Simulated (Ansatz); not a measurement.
Ga:

```
Ga
1.0
     2.26150   -3.83050    0.00000
     2.26150    3.83050    0.00000
     0.00000    0.00000    4.52400
Ga
4
Direct
  0.34510 0.65490 0.41900
  0.15490 0.84510 0.91900
  0.65490 0.34510 0.58100
  0.84510 0.15490 0.08100
```

- Program: Ansatz 0.2.0
- Task: single point
- Functional: PBEsol
- Potentials or basis: all-electron LAPW, scalar-relativistic
- Cutoff: 311 eV (chosen from the basis error)
- Basis error allowed: 0.001 eV/atom
- k mesh: 7 × 7 × 6
- Occupations: fermi-dirac, width 0.05 eV
- Spin: no spin polarisation

On this cell: pressure -1.6 GPa; largest force 0.123 eV/Å; band gap on the k mesh none (metal or under the smearing width).

The same run follows on a disturbed copy (atoms moved at random, drawn with an rms of 0.05 Å):

```
Ga
1.0
     2.26150   -3.83050    0.00000
     2.26150    3.83050    0.00000
     0.00000    0.00000    4.52400
Ga
4
Direct
  0.35757 0.64982 0.41385
  0.14332 0.83858 0.91636
  0.65595 0.34610 0.59843
  0.85130 0.16278 0.08640
```

Question: What changes?

Answer: The energy (extrapolated to zero smearing) moves by +6.4 meV/atom; pressure -1.5 GPa; largest force 0.458 eV/Å; band gap on the k mesh none (metal or under the smearing width).

Forces on the atoms (eV/Å):
```
Ga   0.096  0.446 -0.038
Ga   0.166 -0.240  0.006
Ga  -0.154 -0.340 -0.146
Ga  -0.108  0.133  0.179
```

Stress tensor (GPa, compression positive):
```
-2.23 -0.10  0.22
-0.10 -0.65 -0.56
 0.22 -0.56 -1.54
```
